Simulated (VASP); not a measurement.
A run of VASP 6.6.1 is set up as follows.

File INCAR:

```
  PREC = Accurate
  ENCUT = 520
  EDIFF = 1E-6
  ISMEAR = 0
  SIGMA = 0.05
  LREAL = False
  LASPH = True
  NELM = 100
  ALGO = Fast
  ISIF = 2
  LWAVE = False
  LCHARG = True
  GGA = PS
  LELF = True
  LVHAR = True
  NBANDS = 15
```

Contents of KPOINTS:

```
Automatic mesh
0
Gamma
  8 8 8
```

File POSCAR:

```
BaS
1.0
    0.0000000000      3.1663007200      3.1663007200
    3.1663007200      0.0000000000      3.1663007200
    3.1663007200      3.1663007200      0.0000000000
Ba S
1 1
Direct
    0.0000000000      0.0000000000      0.0000000000
    0.5000000000      0.4368348058      0.5000000000
```

Potentials or basis: VASP PAW PBE potentials, release 64 (Ba_sv, S).

Launch:

```console
$ cat potpaw_PBE.64/Ba_sv/POTCAR potpaw_PBE.64/S/POTCAR > POTCAR
$ mpirun -np 1 vasp_std > vasp.out
```

Predict the largest force.

0.697 eV/Å.

What does it give for the band gap on the k mesh?

2.26 eV, indirect (least direct gap 2.27 eV).

Estimate the pressure.

1.6 GPa.

Forces in eV/Å, atoms in the order of the input:
```
Ba  -0.493  0.000 -0.493
S    0.493  0.000  0.493
```

Caveat: the PAW data sets were made with another functional, which shifts forces and pressure a little; spin-orbit coupling is left out, which moves the levels of the heavy elements. A k mesh can miss the band edges.
